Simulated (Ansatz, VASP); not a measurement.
# BeTe in VASP and in Ansatz

Contents of INCAR:

```
SYSTEM = BeTe
PREC = Accurate
ENCUT = 520
EDIFF = 1E-6
ISMEAR = 0
SIGMA = 0.025
LREAL = .False.
LASPH = .True.
NELM = 100
ALGO = Normal
ISIF = 2
LWAVE = .False.
LCHARG = .True.
GGA = PE
LELF = .True.
LVHAR = .True.
NBANDS = 11
```

Contents of KPOINTS:

```
regular mesh
0
Gamma
  8 8 8
  0 0 0
```

POSCAR

```
BeTe
1.0
    0.0000000000      2.7700000000      2.7700000000
    2.7700000000      0.0000000000      2.7700000000
    2.7700000000      2.7700000000      0.0000000000
Te Be
1 1
Direct
    0.7500000000      0.7500000000      0.7500000000
    0.0000000000      0.0000000000      0.0000000000
```

input.yaml

```yaml
crystal:
  lattice:
    - [0.0, 2.77, 2.77]
    - [2.77, 0.0, 2.77]
    - [2.77, 2.77, 0.0]
  atoms:
    - { symbol: Te, position: [0.75, 0.75, 0.75] }
    - { symbol: Be, position: [0.0, 0.0, 0.0] }
kpoints:
  mp_grid: { grid: [8, 8, 8] }
scf:
  occupations: { method: gaussian, width: 0.025 }
hamiltonian:
  xc: pbe
  pseudopotentials: { kind: all_electron, lapw: { basis_error: 0.001 } }
output:
  forces: true
  stress: true
  eigenvalues: true
```

Alike in both runs: task single point; functional PBE; k mesh 8 × 8 × 8; occupations gaussian, width 0.025 eV; no spin polarisation.

|  | VASP | Ansatz |
| --- | --- | --- |
| version | VASP 6.6.1 | Ansatz 0.2.0 |
| potentials or method | VASP PAW PBE potentials, release 64 (Te, Be) | all-electron LAPW, scalar-relativistic |
| plane-wave cutoff (eV) | 520 | see its input |

|  | VASP | Ansatz | Ansatz less VASP |
| --- | --- | --- | --- |
| gap on the k mesh at the Fermi level (eV) | 1.85 | 1.86 | +0.016 |
| least direct gap on the mesh (eV) | 3.56 | 3.59 | +0.022 |
| pressure (GPa) | 4.5 | 4.3 | -0.18 |

Ansatz ran all-electron here, so the differences hold the error of VASP's frozen core and of both bases.

Caveats: spin-orbit coupling is left out, which moves the levels of the heavy elements. PBE gaps usually lie below the measured ones, often by a third to a half. A k mesh can miss the band edges.
